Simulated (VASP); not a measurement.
# MnS: convergence, self-consistent run

MnS, R3m (no. 160), 2 atoms in the cell. LDA, DFT+U; PAW potentials Mn_pv, S (LDA set). VASP 6.6.1. The cell is changed on purpose: last atom moved by 0.08 Å along z, cell strained by +1.0% along z.

Wanted: stress within 0.05 GPa; site moments within 0.01 μB.

What the run is for: stress; Accuracy asked: tight.

POSCAR:
```
MnS
1.0
    1.8299960138      1.0565486912      3.0006294805
   -1.8299960138      1.0565486912      3.0006294805
    0.0000000000     -2.1130973823      3.0006294805
Mn S
1 1
Direct
    0.0000000000      0.0000000000      0.0000000000
    0.5089758900      0.5089758900      0.5089758900
```

The series start from Plane-wave cutoff (eV): 350; k-point mesh: 8 × 8 × 8; Electronic threshold (eV): 1e-6; Placing of the Fermi level (EFERMI): EFERMI=MIDGAP; Density mixing: defaults. Each series keeps the choices made before it, and each single choice may use up half of a tolerance.

## Plane-wave cutoff (eV)

| Plane-wave cutoff (eV) | Stress, largest deviation (GPa) | Site moments, largest deviation (μB) | SCF iterations | Time (s) |
|---|---|---|---|---|
| 220 | 36.338 | 0.022 | 15 | 6.1 |
| 270 | 3.457 | 0.004 | 14 | 7.2 |
| 310 | 0.124 | 0.006 | 14 | 7.8 |
| 350 | 0.361 | 0.003 | 14 | 6.7 |
| 400 | 0.570 | 0.001 | 14 | 8.4 |
| 470 | 0.179 | 0.001 | 14 | 15 |
| 570 | 0.004 | 0.001 | 14 | 18 |
| 710 (reference) | 0.000 | 0.000 | 14 | 17 |

Chosen: 570, the loosest value from which every tighter one stays within half of the tolerance.

## k-point mesh

| k-point mesh | Stress, largest deviation (GPa) | Site moments, largest deviation (μB) | SCF iterations | Time (s) |
|---|---|---|---|---|
| 3 × 3 × 3 | 1.322 | 0.015 | 14 | 3.7 |
| 4 × 4 × 4 | 0.396 | 0.006 | 14 | 6.1 |
| 5 × 5 × 5 | 0.198 | 0.003 | 15 | 8.3 |
| 6 × 6 × 6 | 0.035 | 0.001 | 14 | 10 |
| 8 × 8 × 8 | 0.008 | 0.000 | 14 | 18 |
| 9 × 9 × 9 | 0.003 | 0.000 | 14 | 23 |
| 12 × 12 × 12 | 0.001 | 0.000 | 14 | 55 |
| 15 × 15 × 15 (reference) | 0.000 | 0.000 | 14 | 94 |

Chosen: 8 × 8 × 8.

## Electronic threshold (eV)

| Electronic threshold (eV) | Stress, largest deviation (GPa) | Site moments, largest deviation (μB) | SCF iterations | Time (s) |
|---|---|---|---|---|
| 0.001 | 1.566 | 0.001 | 10 | 16 |
| 0.0001 | 0.030 | 0.000 | 12 | 18 |
| 1e-5 | 0.042 | 0.000 | 13 | 16 |
| 1e-6 | 0.069 | 0.000 | 14 | 18 |
| 1e-7 | 0.004 | 0.000 | 16 | 21 |
| 1e-8 (reference) | 0.000 | 0.000 | 17 | 25 |

Chosen: 1e-7.

## Placing of the Fermi level (EFERMI)

| Placing of the Fermi level (EFERMI) | Stress, largest deviation (GPa) | Site moments, largest deviation (μB) | SCF iterations | Time (s) |
|---|---|---|---|---|
| EFERMI=MIDGAP | 0.000 | 0.000 | 16 | 21 |
| EFERMI=LEGACY | 0.000 | 0.000 | 16 | 24 |

Chosen: EFERMI=MIDGAP; no other choice that stays within half of the tolerance saves 30 % of the time.

## Density mixing

| Density mixing | Stress, largest deviation (GPa) | Site moments, largest deviation (μB) | SCF iterations | Time (s) |
|---|---|---|---|---|
| defaults | 0.000 | 0.000 | 16 | 21 |
| AMIX=0.2 BMIX=0.0001 AMIX_MAG=0.8 BMIX_MAG=0.0001 | 0.003 | 0.000 | 16 | 24 |
| AMIX_MAG=0.8 | 0.002 | 0.000 | 15 | 22 |
| AMIX_MAG=0.4 BMIX_MAG=0.0001 | 0.063 | 0.000 | 14 | 19 |
| AMIX=0.1 AMIX_MAG=0.4 | 0.020 | 0.000 | 20 | 28 |
| MIXPRE=0 | 0.026 | 0.000 | 16 | 22 |
| INIMIX=0 | 0.005 | 0.000 | 15 | 21 |
| BMIX=0.0001 | 0.005 | 0.000 | 15 | 20 |

Chosen: defaults.

## All choices together

| Input | Stress, largest deviation (GPa) | Site moments, largest deviation (μB) | Time (s) |
|---|---|---|---|
| the program's defaults (naive) | 3.372 | 0.005 | 1.2 |
| chosen settings | 0.002 | 0.001 | 21 |
| reference settings throughout | 0.000 | 0.000 | 86 |

The tolerance is met.

Values of the reference run: Stress: 0.4284, 0, 0, 0, 0.4284, 0, 0, 0, -0.08339 GPa; Site moments: 4.615, 0.075 μB.

## The input

INCAR:
```
ALGO = Normal
EDIFF = 1E-7
EFERMI = MIDGAP
ENCUT = 570
GGA = CA
GGA_COMPAT = F
ISIF = 2
ISMEAR = 0
ISPIN = 2
KPAR = 2
LASPH = T
LCHARG = F
LDAU = T
LDAUJ = 0 0
LDAUL = 2 -1
LDAUTYPE = 2
LDAUU = 6 0
LMAXMIX = 4
LORBIT = 11
LREAL = F
LWAVE = F
MAGMOM = 4 0
NELM = 200
PREC = Accurate
SIGMA = 0.03
```

KPOINTS:
```
Automatic mesh
0
Gamma
  8 8 8
  0 0 0
```

Commands:
```
cat potpaw_LDA.64/Mn_pv/POTCAR potpaw_LDA.64/S/POTCAR > POTCAR
mpirun -np 2 vasp_std > vasp.out
```

The chosen input took VASP 6.6.1 21 s on 2 cores (Intel Xeon 6975P-C (Granite Rapids)), a shared host.
